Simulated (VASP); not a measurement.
# GaN (P6_3mc) in VASP: G0W0 quasiparticle levels with PBEsol

Aim: the G0W0 quasiparticle levels of GaN with PBEsol.

Program: VASP 6.6.1. These are calculated values, not measurements. Logs are shortened: lines on timing, memory, paths and dates and some standing lists are left out, and cuts for length are marked.

**The experiment to reproduce.**

“Studying electronic properties in GaN without electrical contacts using γ-γ vs e−-γ Perturbed Angular Correlations”, 2019, pmc:6823545 quotes, for a bulk crystal of GaN: band gap 3.503 ± 0.005 eV (direct).

The runs below are set against these values where they give the same quantity.

### 1 Starting point

It takes space group P6_3mc (No. 186, hexagonal). The conventional cell has a = 3.180 Å, b = 3.180 Å, c = 5.166 Å, α = 90.00°, β = 90.00°, γ = 120.00°. Around Ga (site symmetry 3m) lie 4 N at 1.94 to 1.95 Å. N (site symmetry 3m) has 4 Ga at 1.94 to 1.95 Å as nearest neighbours.

### 2 G0W0 quasiparticle levels, PBEsol

File POSCAR:

```
GaN
1.0
    3.1800000000      0.0000000000      0.0000000000
   -1.5900000000      2.7539607840      0.0000000000
    0.0000000000      0.0000000000      5.1660000000
Ga N
2 2
Direct
    0.3333333333      0.6666666667      0.0000000000
    0.6666666667      0.3333333333      0.5000000000
    0.3333333333      0.6666666667      0.3750000000
    0.6666666667      0.3333333333      0.8750000000
```

File INCAR.step1:

```
PREC = Accurate
ENCUT = 450
EDIFF = 1E-8
ISMEAR = 0
SIGMA = 0.01
LREAL = F
LASPH = T
NELM = 100
ALGO = Normal
LWAVE = T
LCHARG = F
GGA = PS
KPAR = 8
```

File INCAR.step2:

```
PREC = Accurate
ENCUT = 450
EDIFF = 1E-8
ISMEAR = 0
SIGMA = 0.01
LREAL = F
LASPH = T
NELM = 1
ALGO = Exact
LWAVE = T
LCHARG = F
GGA = PS
NBANDS = 458
LOPTICS = T
ISTART = 1
KPAR = 8
```

File INCAR.step3:

```
PREC = Accurate
ENCUT = 450
EDIFF = 1E-8
ISMEAR = 0
SIGMA = 0.01
LREAL = F
LASPH = T
ALGO = EVGW0
LWAVE = F
LCHARG = F
GGA = PS
NELMGW = 1
NBANDS = 458
ENCUTGW = 230
NOMEGA = 50
PRECFOCK = Fast
ISTART = 1
NBANDSGW = 26
KPAR = 8
```

File KPOINTS:

```
Automatic mesh
0
Gamma
  6 6 3
```

Potentials or basis: VASP PAW PBE potentials, release 64 (Ga_d_GW, N_GW).

Launch:

```console
$ cat potpaw_PBE.64/Ga_d_GW/POTCAR potpaw_PBE.64/N_GW/POTCAR > POTCAR
$ cp INCAR.step1 INCAR
$ mpirun -np 8 vasp_std > vasp.out
$ cp INCAR.step2 INCAR
$ mpirun -np 8 vasp_std > vasp.out
$ cp INCAR.step3 INCAR
$ mpirun -np 8 vasp_std > vasp.out
```

OUTCAR:

```text
PREC = Accurate
   ENCUT = 450
   EDIFF = 1E-8
   ISMEAR = 0
   LREAL = F
   LASPH = T
   GGA = PS
   NELMGW = 1
   ENCUTGW = 230
   PRECFOCK = Fast
   ISTART = 1

 ion  position               nearest neighbor table
   1  0.333  0.667  0.000-   3 1.94   4 1.95   4 1.95   4 1.95
   2  0.667  0.333  0.500-   4 1.94   3 1.95   3 1.95   3 1.95
   3  0.333  0.667  0.375-   1 1.94   2 1.95   2 1.95   2 1.95
   4  0.667  0.333  0.875-   2 1.94   1 1.95   1 1.95   1 1.95

  LATTYP: Found a hexagonal cell.
 ALAT       =     3.1800000000
 C/A-ratio  =     1.6245283019

  Lattice vectors:

 A1 = (   3.1800000000,   0.0000000000,   0.0000000000)
 A2 = (  -1.5900000000,   2.7539607840,   0.0000000000)
 A3 = (   0.0000000000,   0.0000000000,   5.1660000000)

Analysis of symmetry for initial positions (statically):
=====================================================================
 Subroutine PRICEL returns:
 Original cell was already a primitive cell.

 Routine SETGRP: Setting up the symmetry group for a
 hexagonal supercell.

 Subroutine GETGRP returns: Found 12 space group operations
 (whereof  6 operations were pure point group operations)
 out of a pool of 24 trial point group operations.

The static configuration has the point symmetry C_3v.
 The point group associated with its full space group is C_6v.

Analysis of symmetry for dynamics (positions and initial velocities):
=====================================================================
 Subroutine PRICEL returns:
 Original cell was already a primitive cell.

 Routine SETGRP: Setting up the symmetry group for a
 hexagonal supercell.

 Subroutine GETGRP returns: Found 12 space group operations
 (whereof  6 operations were pure point group operations)
 out of a pool of 24 trial point group operations.

The dynamic configuration has the point symmetry C_3v.
 The point group associated with its full space group is C_6v.

 Subroutine INISYM returns: Found 12 space group operations
 (whereof  6 operations are pure point group operations),
 and found     1 'primitive' translations

----------------------------------------------------------------------------------------

                                     Primitive cell

  volume of cell :      45.2417

  direct lattice vectors                    reciprocal lattice vectors
     3.180000000  0.000000000  0.000000000     0.314465409  0.181556688  0.000000000
    -1.590000000  2.753960784  0.000000000     0.000000000  0.363113377  0.000000000
     0.000000000  0.000000000  5.166000000     0.000000000  0.000000000  0.193573364

  length of vectors
     3.180000000  3.180000000  5.166000000     0.363113377  0.363113377  0.193573364

  position of ions in fractional coordinates (direct lattice)
     0.333333333  0.666666667  0.000000000
     0.666666667  0.333333333  0.500000000
     0.333333333  0.666666667  0.375000000
     0.666666667  0.333333333  0.875000000

  ion indices of the primitive-cell ions
   primitive index   ion index
                 1           1
                 2           2
                 3           3
                 4           4

----------------------------------------------------------------------------------------

 KPOINTS: Automatic mesh

Automatic generation of k-mesh.
 Grid dimensions read from file:
 generate k-points for:    6    6    3

 Generating k-lattice:

  Cartesian coordinates                     Fractional coordinates (reciprocal lattice)
     0.052410901  0.030259448  0.000000000     0.166666667  0.000000000  0.000000000
     0.000000000  0.060518896  0.000000000     0.000000000  0.166666667  0.000000000
     0.000000000  0.000000000  0.064524455     0.000000000  0.000000000  0.333333333

  Length of vectors
     0.060518896  0.060518896  0.064524455

  Shift w.r.t. Gamma in fractional coordinates (k-lattice)
     0.000000000  0.000000000  0.000000000

 Subroutine IBZKPT returns following result:
 ===========================================

 Found     14 irreducible k-points:

 Following reciprocal coordinates:
            Coordinates               Weight
  0.000000  0.000000  0.000000      1.000000
  0.166667  0.000000  0.000000      6.000000
  0.333333  0.000000  0.000000      6.000000
  0.500000  0.000000  0.000000      3.000000
  0.166667  0.166667  0.000000      6.000000
  0.333333  0.166667  0.000000     12.000000
  0.333333  0.333333  0.000000      2.000000
  0.000000  0.000000  0.333333      2.000000
  0.166667  0.000000  0.333333     12.000000
  0.333333  0.000000  0.333333     12.000000
  0.500000  0.000000  0.333333      6.000000
  0.166667  0.166667  0.333333     12.000000
  0.333333  0.166667  0.333333     24.000000
  0.333333  0.333333  0.333333      4.000000
   k-points           NKPTS =     14   k-points in BZ     NKDIM =    108   number of bands    NBANDS=    458
   number of dos      NEDOS =    301   number of ions     NIONS =      4
   total plane-waves  NPLWV =  20736
   dimension x,y,z NGX =    24 NGY =   24 NGZ =   36
   dimension x,y,z NGXF=    48 NGYF=   48 NGZF=   72
   ions per type =               2   2
   NGX,Y,Z   is equivalent  to a cutoff of  12.55, 12.55, 11.59 a.u.
   NGXF,Y,Z  is equivalent  to a cutoff of  25.09, 25.09, 23.17 a.u.
 SYSTEM =  unknown system
   PREC   = accura    normal or accurate (medium, high low for compatibility)
   ISTART =      1    job   : 0-new  1-cont  2-samecut
   ICHARG =      0    charge: 1-file 2-atom 10-const
   ISPIN  =      1    spin polarized calculation?
   LNONCOLLINEAR =      F non collinear calculations
   LSORBIT =      F    spin-orbit coupling
   LASPH  =      T    aspherical Exc in radial PAW
   ENCUT  =  450.0 eV  33.07 Ry    5.75 a.u.   5.50  5.50  8.94*2*pi/ulx,y,z
   NELM   =     60;   NELMIN=  2; NELMDL=  0     # of ELM steps
   EDIFF  = 0.1E-07   stopping-criterion for ELM
   LREAL  =      F    real-space projection
   EDIFFG = 0.1E-06   stopping-criterion for IOM
   NSW    =      0    number of steps for IOM
   IBRION =     -1    ionic relax: 0-MD 1-quasi-New 2-CG
   NFREE  =      0    steps in history (QN), initial steepest desc. (CG)
   ISIF   =      0    stress and relaxation
   ISYM   =      3    0-nonsym 1-usesym 2-fastsym
   POTIM  = 0.5000    time-step for ionic-motion
   TEBEG  =    0.0;   TEEND  =   0.0 temperature during run
   PSTRESS=    0.0 pullay stress
   NELECT =      36.0000    total number of electrons
   NUPDOWN=      -1.0000    fix difference up-down
   EMIN   =  10.00;   EMAX   =-10.00  energy-range for DOS
   EFERMI =   0.00;   METHOD = LEGACY
   ISMEAR =     0;   SIGMA  =   0.01  broadening in eV -4-tet -1-fermi 0-gaus
   EFERMI_NEDOS =   21; number of points for ismear=-14 and -15
   IALGO  =     38    algorithm
   IMIX   =      4    mixing-type and parameters
     AMIX     =   0.40;   BMIX     =  1.00
     AMIX_MAG =   1.60;   BMIX_MAG =  1.00
  volume/ion in A,a.u.               =      11.31        76.33
  Fermi-wavevector in a.u.,A,eV,Ry     =   1.517036  2.866782 31.312427  2.301398
  Thomas-Fermi vector in A             =   2.626345
   LORBIT       =      0    0 simple, 1 ext, 2 COOP (PROOUT), +10 PAW based schemes
   GGA     = PS    functional components
   LHFCALC =     T    Hartree Fock is set to
   PRECFOCK=fast      Normal, Fast or Accurate (Low or Medium for compatibility)
   ENCUT4O =  -1.0   cutoff for four orbital integrals eV
   NKREDX  =     1    reduce k-point grid by
   NKREDY  =     1    reduce k-point grid by
   NKREDZ  =     1    reduce k-point grid by
   AEXX    =    1.0000 exact exchange contribution
   HFSCREEN=    0.0000 screening length (either q_TF or 0.3 A-1)
   HFSCREENC=   0.0000 screening length for correlation (either q_TF or 0.3 A-1)
   ENCUTFOCK=  -1.0 apply spherical cutoff to Coloumb kernel
   IVDW    =     0    specifies the selected vdW correction
   LEPSILON=     F    determine dielectric tensor
   LRPA    =     F    only Hartree local field effects (RPA)
   LRPAFORCE           =     F    calculate RPA forces
   ENCUTGW             = 230.0    cutoff for response function in eV
   ENCUTGWSOFT         = 184.0    soft cutoff for Coulomb kernel in GW response function in eV
   ENCUTLF             =  -1.0    cutoff for local field effects
   NELMGW              =     1    number of iterations in solving QP/BSE equation
   NELMHF              =     1    number of iterations in the inner HF iteration
   NKREDLFX            =     1    NKREDLFY  =   1   NKREDLFZ  =   1
 non-spin polarized calculation
 Gauss-broadening in eV      SIGMA  =   0.01
  energy-cutoff  :      450.00
  volume of cell :       45.24
 maximum number of plane-waves:      1002
 NGX is ok and might be reduce to    24
  NGX = 14; NGY = 14; NGZ = 24
   NGX = 11   NGY = 11   NGZ = 17
 maximum number of plane-waves:       373

 QP shifts <psi_nk| G(iteration)W_0 |psi_nk>: iteration 1
 for sc-GW calculations column KS-energies equals QP-energies in previous step
 and V_xc(KS)=  KS-energies - (<T + V_ion + V_H > + <T+V_H+V_ion>^1  + <V_x>^1)

 k-point   1 :       0.0000    0.0000    0.0000
  band No.  KS-energies  QP-energies   sigma(KS)   V_xc(KS)     V^pw_x(r,r')   Z            occupation Imag(sigma)

      1     -10.9548     -12.2112     -16.7159     -14.8246     -24.5321       0.6643       2.0000       1.0473
      2      -9.9869     -11.8458     -20.7328     -18.0626     -29.2908       0.6962       2.0000       0.6670
      3      -8.3654     -11.0945     -25.2127     -21.4624     -34.7664       0.7277       2.0000       0.1949
      4      -8.3436     -11.0687     -25.2274     -21.4813     -34.7789       0.7274       2.0000       0.1941
      5      -8.3436     -11.0687     -25.2274     -21.4813     -34.7789       0.7274       2.0000       0.1941
      6      -8.2787     -11.0281     -25.3148     -21.5469     -34.8633       0.7297       2.0000       0.1865
[... 18 lines left out ...]
     25      16.7864      17.5696     -11.3625     -12.3686      -5.6461       0.7785       0.0000      -0.1744
     26      16.7864      17.5696     -11.3625     -12.3686      -5.6461       0.7785       0.0000      -0.1744

 k-point   2 :       0.1667    0.0000    0.0000
  band No.  KS-energies  QP-energies   sigma(KS)   V_xc(KS)     V^pw_x(r,r')   Z            occupation Imag(sigma)

      1     -10.6919     -12.0212     -17.2398     -15.2651     -25.0937       0.6732       2.0000       1.0075
      2      -9.9251     -11.8337     -21.0630     -18.3287     -29.6964       0.6980       2.0000       0.6384
      3      -8.3314     -11.0647     -25.2336     -21.4820     -34.7865       0.7286       2.0000       0.1948
      4      -8.3087     -11.0433     -25.2749     -21.5225     -34.8336       0.7288       2.0000       0.1931
      5      -8.2683     -10.9782     -25.0291     -21.3175     -34.5038       0.7301       2.0000       0.2058
      6      -8.2322     -10.9531     -25.0958     -21.3738     -34.5849       0.7311       2.0000       0.2037
[... 348 lines left out ...]
     25      17.0224      17.7042     -11.2973     -12.1786      -5.5151       0.7737       0.0000      -0.2182
     26      18.1126      18.8399     -11.6971     -12.6485      -5.4470       0.7645       0.0000      -0.2853

 k-point  14 :       0.3333    0.3333    0.3333
  band No.  KS-energies  QP-energies   sigma(KS)   V_xc(KS)     V^pw_x(r,r')   Z            occupation Imag(sigma)

      1      -9.8275     -11.7975     -21.4680     -18.6599     -30.1816       0.7015       2.0000       0.6069
      2      -9.8275     -11.7975     -21.4680     -18.6599     -30.1816       0.7015       2.0000       0.6069
      3      -8.2789     -11.0300     -25.2233     -21.4564     -34.7341       0.7303       2.0000       0.1855
      4      -8.2091     -10.9778     -25.3247     -21.5456     -34.8576       0.7326       2.0000       0.1812
      5      -8.2091     -10.9778     -25.3247     -21.5456     -34.8576       0.7326       2.0000       0.1812
      6      -8.1412     -10.9311     -25.5001     -21.6993     -35.0930       0.7340       2.0000       0.1795
[... 18 lines left out ...]
     25      18.2801      18.8783     -10.7990     -11.5685      -5.0642       0.7775       0.0000      -0.2481
     26      19.0007      19.7565     -12.0336     -13.0319      -5.3525       0.7571       0.0000      -0.3804
```

Wall time 19 min (8 MPI ranks of AMD EPYC 7R13 (Zen 3), shared host); peak memory 1.4 GiB.

What came out:

```yaml
Band_gap_on_the_k_mesh_mean-field_level: 1.93 eV, direct
Quasiparticle_gap: 3.22 eV
Least_direct_quasiparticle_gap: 3.22 eV
```

Levels at points of the mesh, in eV from the valence-band top:
| k point | band 14 | band 15 | band 16 | band 17 | band 18 | band 19 | band 20 | band 21 | band 22 |
| --- | --- | --- | --- | --- | --- | --- | --- | --- | --- |
| (0.00, 0.00, 0.00) | -1.07 | -1.07 | -0.06 | 0.00 | 0.00 | 1.93 | 4.23 | 9.16 | 9.81 |
| (0.50, 0.00, 0.00) | -5.34 | -4.33 | -2.81 | -2.31 | -1.00 | 4.94 | 5.54 | 5.97 | 8.63 |

Caveat: bands, screening cutoff and mesh are small and nothing is extrapolated, so the quasiparticle values aren't converged.

### 3 Against experiment

Step 2. A measured gap of GaN is 3.503 eV (direct; quoted in “Studying electronic properties in GaN without electrical contacts using γ-γ vs e−-γ Perturbed Angular Correlations”, 2019, pmc:6823545); the calculated 3.22 eV misses it by -0.28 eV. Spin-orbit coupling on Ga is left out. The value is that of G0W0 on PBEsol, without temperature or zero-point motion.
